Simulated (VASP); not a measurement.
# CdTe (F-43m) in VASP: settings compared, part 3 of 3

VASP 6.6.1. The steps go on from the part before.

### Step 5. Relaxation of cell and atoms, LDA

The input, INCAR:

```
ALGO = Normal
EDIFF = 1E-7
EDIFFG = -0.01
ENCUT = 600
IBRION = 2
ISIF = 3
ISMEAR = -1
LASPH = T
LCHARG = F
LREAL = F
LWAVE = F
NELM = 80
NSW = 80
PREC = Accurate
SIGMA = 0.05
```

The input, KPOINTS:

```
k-points
0
Gamma
  7 7 7
```

The input, POSCAR:

```
CdTe
1.0
    0.0000000000      3.2050000000      3.2050000000
    3.2050000000      0.0000000000      3.2050000000
    3.2050000000      3.2050000000      0.0000000000
Te Cd
1 1
Direct
    0.7500000000      0.7500000000      0.7500000000
    0.0000000000      0.0000000000      0.0000000000
```

Potentials or basis: VASP PAW LDA potentials, release 64 (Te, Cd).

On the command line:

```sh
$ cat potpaw_LDA.64/Te/POTCAR potpaw_LDA.64/Cd/POTCAR > POTCAR
$ mpirun -np 1 vasp_std > vasp.out
```

Wall time 58 s (1 thread of AMD EPYC 7R43 (Zen 3), shared host); peak memory 0.15 GiB.

Results (log left out):

* Free energy: -6.0490 eV
* Relaxed volume: 33.07 Å³/atom
* Relaxed cell: a = 4.539 Å, b = 4.539 Å, c = 4.539 Å, α = 60.00°, β = 60.00°, γ = 60.00°
* Space group after relaxing (to 0.05 Å): F-43m (No. 216)
* Energy gained by relaxing: 0.1 meV/atom
* Ionic steps: 3
* Pressure after relaxing: 0.0 GPa
* Band gap on the k mesh: 0.64 eV, direct

Step by step:
```tsv
step	energy change (eV)	largest force (eV/Å)	pressure (GPa)	volume (Å³)
1	0.0000	0.0000	0.20	65.84
2	-0.0002	0.0000	-0.07	66.24
3	-0.0002	0.0000	-0.01	66.15
```

Final structure:
```
Te Cd
1.0
     0.00000    3.20990    3.20990
     3.20990    0.00000    3.20990
     3.20990    3.20990    0.00000
Te Cd
1 1
Direct
  0.75000 0.75000 0.75000
  0.00000 0.00000 0.00000
```

Levels at points of the mesh, in eV from the valence-band top:
```csv
k point,band 5,band 6,band 7,band 8,band 9,band 10,band 11,band 12,band 13
"(0.00, 0.00, 0.00)",-8.11,-8.11,0.00,0.00,0.00,0.64,4.48,4.48,4.48
```

Caveat: spin-orbit coupling is left out, which moves the levels of the heavy elements. LDA gaps usually lie below the measured ones, often by a third to a half.

### Step 6. Relaxation of cell and atoms, LDA

The input, INCAR:

```
PREC     = Accurate       # precision mode
ENCUT    = 600            # plane-wave cutoff, eV
EDIFF    = 1E-6           # SCF threshold, eV
ISMEAR   = -1             # smearing method
SIGMA    = 0.05           # smearing width, eV
LREAL    = F              # projectors in reciprocal space
LASPH    = T              # aspherical terms in the spheres
NELM     = 60             # most SCF steps
ALGO     = Normal         # electronic algorithm
ISIF     = 3              # what is computed and relaxed
LWAVE    = F              # write WAVECAR
LCHARG   = F              # write CHGCAR
GGA      = CA             # functional
IBRION   = 2              # ionic algorithm
NSW      = 80             # ionic steps
EDIFFG   = -0.02          # ionic threshold
```

The input, KPOINTS:

```
regular mesh
0
Gamma
  7 7 7
```

POSCAR is that of step 5.

Potentials or basis: VASP PAW LDA potentials, release 64 (Te, Cd).

On the command line:

```sh
$ cat potpaw_LDA.64/Te/POTCAR potpaw_LDA.64/Cd/POTCAR > POTCAR
$ mpirun -np 1 vasp_std > vasp.out
```

OUTCAR:

```text
PREC = Accurate
   ENCUT = 600
   EDIFF = 1E-6
   ISMEAR = -1
   LREAL = F
   LASPH = T
   NELM = 60
   ISIF = 3
   GGA = CA
   IBRION = 2
   NSW = 80
   EDIFFG = -0.02

 ion  position               nearest neighbor table
   1  0.750  0.750  0.750-   2 2.78   2 2.78   2 2.78   2 2.78
   2  0.000  0.000  0.000-   1 2.78   1 2.78   1 2.78   1 2.78

  LATTYP: Found a face centered cubic cell.
 ALAT       =     6.4100000000

[... 549 lines left out ...]

  FORCE on cell =-STRESS in cart. coord.  units (eV):
  Direction    XX          YY          ZZ          XY          YZ          ZX
  --------------------------------------------------------------------------------------
  -------------------------------------------------------------------------------------
  Total       -0.0194235     -0.0194235     -0.0194235      0.0000000      0.0000000      0.0000000
  in kB       -0.4697090     -0.4697090     -0.4697090      0.0000000      0.0000000      0.0000000
  external PRESSURE =      -0.4697090 kB  Pullay stress =       0.0000000 kB

 VOLUME and BASIS-vectors are now :
 -----------------------------------------------------------------------------
  energy-cutoff  :      600.00
  volume of cell :       66.25
      direct lattice vectors                 reciprocal lattice vectors
    -0.000000000  3.211637421  3.211637421    -0.155683826  0.155683826  0.155683826
     3.211637421 -0.000000000  3.211637421     0.155683826 -0.155683826  0.155683826
     3.211637421  3.211637421 -0.000000000     0.155683826  0.155683826 -0.155683826

 POSITION                                       TOTAL-FORCE (eV/Angst)
 -----------------------------------------------------------------------------------
      4.81746      4.81746      4.81746         0.000000      0.000000      0.000000
      3.21164      3.21164     -0.00000        -0.000000     -0.000000     -0.000000
 -----------------------------------------------------------------------------------
    total drift:                               -0.000000     -0.000000     -0.000000

  FREE ENERGIE OF THE ION-ELECTRON SYSTEM (eV)
  ---------------------------------------------------
  free  energy   TOTEN  =        -6.0490074497 eV

  energy  without entropy=       -6.0489929425  energy(sigma->0) =       -6.04900020

 reached required accuracy - stopping structural energy minimisation
```

OSZICAR:

```text
N       E                     dE             d eps       ncg     rms          rms(c)
DAV:   1     0.114749128395E+03    0.11475E+03   -0.91015E+03   520   0.135E+03
DAV:   2    -0.145149785510E+01   -0.11620E+03   -0.11115E+03   575   0.296E+02
DAV:   3    -0.624624555579E+01   -0.47947E+01   -0.47823E+01   640   0.626E+01
[... 12 lines left out ...]
DAV:   2    -0.604968725500E+01    0.59473E-02   -0.16561E-02   565   0.211E+00    0.207E-01
DAV:   3    -0.604911064361E+01    0.57661E-03   -0.14489E-03   560   0.419E-01    0.173E-01
DAV:   4    -0.604901421225E+01    0.96431E-04   -0.15279E-04   555   0.105E-01    0.333E-02
DAV:   5    -0.604900774897E+01    0.64633E-05   -0.17639E-05   585   0.587E-02    0.223E-02
DAV:   6    -0.604900744967E+01    0.29931E-06   -0.40974E-06   525   0.205E-02
   2 F= -.60490074E+01 E0= -.60490002E+01  d E =-.168331E-03
```

It took 32 s on 1 thread of AMD EPYC 7R43 (Zen 3), shared host; peak memory 0.16 GiB.

What came out:

| Item | Value |
| --- | --- |
| Free energy | -6.0490 eV |
| Relaxed volume | 33.13 Å³/atom |
| Relaxed cell | a = 4.542 Å, b = 4.542 Å, c = 4.542 Å, α = 60.00°, β = 60.00°, γ = 60.00° |
| Space group after relaxing (to 0.05 Å) | F-43m (No. 216) |
| Energy gained by relaxing | 0.1 meV/atom |
| Ionic steps | 2 |
| Pressure after relaxing | 0.0 GPa |
| Band gap on the k mesh | 0.63 eV, direct |

The path:
```csv
step,energy change (eV),largest force (eV/Å),pressure (GPa),volume (Å³)
1,0.0000,0.0000,0.21,65.84
2,-0.0002,0.0000,-0.05,66.25
```

Final structure:
```xyz
2
Lattice="0.0000 3.2116 3.2116 3.2116 0.0000 3.2116 3.2116 3.2116 0.0000" Properties=species:S:1:pos:R:3 pbc="T T T"
Te    4.8175    4.8175    4.8175
Cd    3.2116    3.2116    0.0000
```

Levels at points of the mesh, in eV from the valence-band top:
```csv
k point,band 6,band 7,band 8,band 9,band 10,band 11,band 12,band 13
"(0.00, 0.00, 0.00)",-8.11,0.00,0.00,0.00,0.63,4.48,4.48,4.48
```

Caveat: spin-orbit coupling is left out, which moves the levels of the heavy elements.

### Step 7. Overview

| task | level | potentials or basis | cell | cutoff (eV) | gap on the mesh (eV) | pressure (GPa) |
| --- | --- | --- | --- | --- | --- | --- |
| single point | LDA | VASP PAW LDA potentials, release 64 (Te, Cd) | a = 4.533 Å, angles 60.0°, 2 atoms | 520 | 0.65 | 0.2 |
| single point | RPBE | VASP PAW PBE potentials, release 64 (Te, Cd) | a = 4.754 Å, angles 60.0°, 2 atoms | 520 | 0.59 | 0.0 |
| single point | revPBE | VASP PAW PBE potentials, release 64 (Te, Cd) | a = 4.732 Å, angles 60.0°, 2 atoms | 520 | 0.60 | 0.1 |
| relaxation of cell and atoms | LDA | VASP PAW LDA potentials, release 64 (Te, Cd) | relaxed from a = 4.533 Å, angles 60.0°, 2 atoms | 600 | 0.63 | 0.0 |

Alike in all rows: no spin polarisation; k mesh 7 × 7 × 7; smearing fermi-dirac 0.05 eV.

Caveats: spin-orbit coupling is left out, which moves the levels of the heavy elements; the PAW data sets were made with another functional, which shifts forces and pressure a little (some runs).

Absolute energies hang on the potentials; compare differences alone.

### Step 8. How close it comes

Step 2. Against the measured gap of CdTe, 1.607 eV (0 K; a printed reference work, data compilation), the calculated 0.65 eV is off by -0.95 eV. Spin-orbit coupling on Cd, Te is left out. The value is that of LDA, without temperature or zero-point motion. Semilocal functionals fall short of measured gaps as a rule.

Step 3. A measured gap of CdTe is 1.607 eV (0 K; a printed reference work, data compilation); the calculated 0.59 eV misses it by -1.01 eV. So large a miss can be the level of theory's own, or it may mean another phase, state or a wrong row. Spin-orbit coupling on Cd, Te is left out. The value is that of RPBE, without temperature or zero-point motion. Semilocal functionals fall short of measured gaps as a rule.

Step 4. Against the measured gap of CdTe, 1.607 eV (0 K; a printed reference work, data compilation), the calculated 0.60 eV is off by -1.01 eV. So large a miss can be the level of theory's own, or it may mean another phase, state or a wrong row. Spin-orbit coupling on Cd, Te is left out. The value is that of revPBE, without temperature or zero-point motion. Semilocal functionals fall short of measured gaps as a rule.
